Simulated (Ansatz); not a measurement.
# MnO: stress in a strained cell

Aim: deform MnO (equal xy, yz and zx engineering shear strains of +1 %) and compute stress, forces and field gradients with LAPW, PAW and all-electron datasets made for the crystal.

Method: DFT PBE, scalar-relativistic, in Ansatz 0.2.0.

**1. The system as given**

Symmetry: Fm-3m, No. 225, cubic system. The conventional cell has a = 4.444 Å, b = 4.444 Å, c = 4.444 Å, α = 90.00°, β = 90.00°, γ = 90.00°. Mn (site symmetry m-3m) is surrounded by 6 O at 2.22 Å. O (site symmetry m-3m) has 6 Mn at 2.22 Å as nearest neighbours.

Coordinates:

```cif
data_structure
_symmetry_space_group_name_H-M 'P 1'
_symmetry_Int_Tables_number 1
_cell_length_a 3.1424
_cell_length_b 3.1424
_cell_length_c 3.1424
_cell_angle_alpha 60.000
_cell_angle_beta 60.000
_cell_angle_gamma 60.000
_cell_volume 21.94
loop_
_atom_site_label
_atom_site_type_symbol
_atom_site_fract_x
_atom_site_fract_y
_atom_site_fract_z
_atom_site_occupancy
Mn1 Mn 0.00000 0.00000 0.00000 1
O1 O 0.50000 0.50000 0.50000 1
```

Atoms are numbered in the order of the input: Mn1, O2.

**2. The deformed structure**

Space group Fm-3m before, R-3m after.

**3. All-electron LAPW**

input.yaml reads:

```yaml
crystal:
  lattice:
    - [0.02222, 2.23311, 2.23311]
    - [2.23311, 0.02222, 2.23311]
    - [2.23311, 2.23311, 0.02222]
  atoms:
    - { symbol: Mn, position: [0.0, 0.0, 0.0], spin: 4.0 }
    - { symbol: O, position: [0.5, 0.5, 0.5] }
magnetization:
  spin_polarized: true
kpoints:
  mp_grid: { grid: [16, 16, 16] }
  band_path:
    path:
      - [0.0, 0.0, 0.0]
      - [0.5, 0.5, 0.5]
      - [0.247543133, 0.5, 0.752456867]
      - [-0.247543133, 0.247543133, 0.5]
      - [0.0, 0.0, 0.5]
      - [0.0, 0.0, 0.0]
      - [-0.3737715665, 0.0, 0.3737715665]
      - [0.0, 0.3737715665, 0.6262284335]
      - [0.0, 0.5, 0.5]
    npoints: 5
scf:
  occupations: { method: fermi_dirac, width: 0.05 }
hamiltonian:
  xc: pbe
  pseudopotentials: { kind: all_electron, lapw: { basis_error: 0.00025 } }
output:
  forces: true
  stress: true
  eigenvalues: true
```

Command:

```console
ansatz run input.yaml --threads 1 --pin off --max-ram 3072MiB --backend cpu --events-out ev --progress --plain --runs-dir out
```

**4. Frozen-core PAW**

input.yaml reads:

```yaml
crystal:
  lattice:
    - [0.02222, 2.23311, 2.23311]
    - [2.23311, 0.02222, 2.23311]
    - [2.23311, 2.23311, 0.02222]
  atoms:
    - { symbol: Mn, position: [0.0, 0.0, 0.0], spin: 4.0 }
    - { symbol: O, position: [0.5, 0.5, 0.5] }
magnetization:
  spin_polarized: true
kpoints:
  mp_grid: { grid: [16, 16, 16] }
scf:
  occupations: { method: fermi_dirac, width: 0.05 }
hamiltonian:
  xc: pbe
  pseudopotentials: { kind: paw }
output:
  forces: true
  stress: true
  eigenvalues: true
  efg: { contact_densities: true }
  write_density: true
  write_potential: true
  elf: true
  volumetric_format: npy
```

**5. All-electron PAW on datasets made for the crystal**

Edit input.yaml of step 4 so:

```diff
@@ -16,3 +16,3 @@
   xc: pbe
-  pseudopotentials: { kind: paw }
+  pseudopotentials: { kind: all_electron, datasets: crystal }
 output:
@@ -22,5 +22 @@
   efg: { contact_densities: true }
-  write_density: true
-  write_potential: true
-  elf: true
-  volumetric_format: npy
```

(Steps that only read results are left out.)

What does the calculation give? Wanted: pressure; largest shear or deviatoric stress.

As calculated:

```
                                 quantity                                              value
                                 pressure  LAPW -0.13, PAW -0.15, crystal datasets -0.14 GPa
largest shear or deviatoric stress (LAPW)                                           0.65 GPa
```

**Reading.** The largest part of the stress beyond the pressure is 0.65 GPa in size; the atoms are carried along and not relaxed. No run of the undeformed cell stands beside it, so the pressure holds what the given cell had before the change. PAW: stress within 0.02 GPa of LAPW. Crystal datasets: stress within 0.01 GPa of LAPW. Other magnetic orders may lie lower; this is the state that the run reached. With one magnetic atom in the cell only ferromagnetic order fits; the real order can differ. No U acts on the open 3d shell, so the metal found here may be the functional's error.
